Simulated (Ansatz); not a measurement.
# FePt: magnetic states

An exercise on one series of results from a longer session: the logs are not shown, and one member is left open.

Method: DFT PBE, scalar-relativistic, plane waves, PAW, in Ansatz 0.2.0.

3 further runs of the same task are left out: 1 that didn't finish, 2 set aside as unsound or not needed.

### The structure to begin with

It takes space group R-3m (No. 166, trigonal). Conventional cell: a = 2.731 Å, b = 2.731 Å, c = 13.129 Å, α = 90.00°, β = 90.00°, γ = 120.00°. Fe (site symmetry -3m) is surrounded by 6 Pt at 2.70 Å and 6 Fe at 2.73 Å. Pt (site symmetry -3m) has 6 Fe at 2.70 Å and 6 Pt at 2.73 Å as nearest neighbours.

Coordinates:

```xyz
2
Lattice="1.8829 1.8829 3.8139 1.8829 3.8139 1.8829 3.8139 1.8829 1.8829" Properties=species:S:1:pos:R:3 pbc="T T T"
Fe    0.0000    0.0000    0.0000
Pt    3.7899    3.7899    3.7899
```

It is the result of an earlier relaxation at this level (volume 14.13 Å³/atom; gap on the mesh: none (metal), site moments up to 2.9 μB).

This is a hypothetical structure, made by putting the elements on a prototype's sites.

The first run:

Input file input.yaml:

```yaml
crystal:
  lattice:
    - [1.8829287838, 1.8829287838, 3.8139328512]
    - [1.8829287838, 3.8139328512, 1.8829287838]
    - [3.8139328512, 1.8829287838, 1.8829287838]
  atoms:
    - { symbol: Fe, position: [0.0, 0.0, 0.0] }
    - { symbol: Pt, position: [0.5, 0.5, 0.5] }
basis:
  ecutwfc: 420
kpoints:
  mp_grid: { grid: [18, 18, 18] }
hamiltonian:
  xc: pbe
scf:
  occupations: { method: gaussian, width: 0.1 }
  lower_state_search: "off"
output:
  forces: true
  stress: true
  eigenvalues: true
```

Launch:

```
$ ansatz run input.yaml --threads 1 --pin off --max-ram 2560MiB --backend cpu --events-out ev --progress --plain --runs-dir out
```

Steps of the session up to this table: Magnetic start: no spin polarisation; Magnetic start: ferromagnetic; Magnetic start: large parallel starting moments; Start: antiferromagnetic, doubled cell, propagation vector (0, 0, 1/2); Magnetic start: antiferromagnetic, doubled cell, propagation vector (0, 1/2, 1/2); Magnetic start: antiferromagnetic, doubled cell, propagation vector (1/2, 1/2, 1/2); Magnetic start: small parallel starting moments.

One table of the session follows, with a row left open; its other results are not shown here.

It belongs to the step «Which state is lowest». 

| start | energy above the lowest (meV/atom) | pressure (GPa) |
| --- | --- | --- |
| ferromagnetic | 0.00 | 0.0 |
| large parallel starting moments | 0.00 | 0.0 |
| small parallel starting moments | 0.00 | 0.0 |
| antiferromagnetic, doubled cell, propagation vector (1/2, 1/2, 1/2) | 5.22 | -1.1 |
| antiferromagnetic, doubled cell, propagation vector (0, 0, 1/2) | ? | ? |
| antiferromagnetic, doubled cell, propagation vector (0, 1/2, 1/2) | 120 | -0.5 |
| no spin | 367 | -14.8 |

**Question.** Estimate the row for antiferromagnetic, doubled cell, propagation vector (0, 0, 1/2).

**Answer.** energy above the lowest (meV/atom): 57.4; pressure (GPa): -1.4. In the column «energy above the lowest (meV/atom)» it lies between antiferromagnetic, doubled cell, propagation vector (1/2, 1/2, 1/2) (5.22) and antiferromagnetic, doubled cell, propagation vector (0, 1/2, 1/2) (120).

Caveats from the session: Only these starts were tried, so a lower state is not ruled out.
